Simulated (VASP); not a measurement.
# YN (strained rocksalt): one PBE single-point calculation in two programs

```xyz
2
Lattice="0.0000 2.4970 2.4970 2.4970 0.0000 2.4970 2.4970 2.4970 0.0000" Properties=species:S:1:pos:R:3 pbc="T T T"
Y     0.0000    0.0000    0.0000
N     2.4970    2.4970    2.4970
```

Datasets and cutoffs are each program's own. VASP's cell holds 16 valence electrons and Ansatz's 16. Ansatz's stress includes a Pulay correction; VASP's doesn't.

Cutoffs: 520 eV in VASP, 420 eV in Ansatz. k meshes: 10×10×10 and 10×10×10.

```tsv
	VASP	Ansatz
gap between bands v and c	0.29 eV	0.29 eV
least direct gap	0.72 eV	0.73 eV
pressure	-7.7 GPa	-7.6 GPa
```

Band v is the last that the valence electrons fill when counted band by band, and c is the next. Levels in eV from the top of v, Ansatz:

| point | v−1 | v | c | c+1 |
| --- | --- | --- | --- | --- |
| Γ | 0.00 | 0.00 | 3.04 | 3.04 |
| X | -0.43 | -0.43 | 0.29 | 6.46 |
| K | -1.65 | -1.25 | 2.40 | 5.92 |
| L | -2.08 | -2.08 | 5.37 | 6.00 |
| W | -1.57 | -1.57 | 3.84 | 3.84 |

VASP:

```json
{"point": "Γ", "v−1": "0.00", "v": "0.00", "c": "3.04", "c+1": "3.04"}
{"point": "X", "v−1": "-0.43", "v": "-0.43", "c": "0.29", "c+1": "6.45"}
{"point": "K", "v−1": "-1.65", "v": "-1.25", "c": "2.39", "c+1": "5.92"}
{"point": "L", "v−1": "-2.08", "v": "-2.08", "c": "5.37", "c+1": "6.00"}
{"point": "W", "v−1": "-1.57", "v": "-1.57", "c": "3.84", "c+1": "3.84"}
```
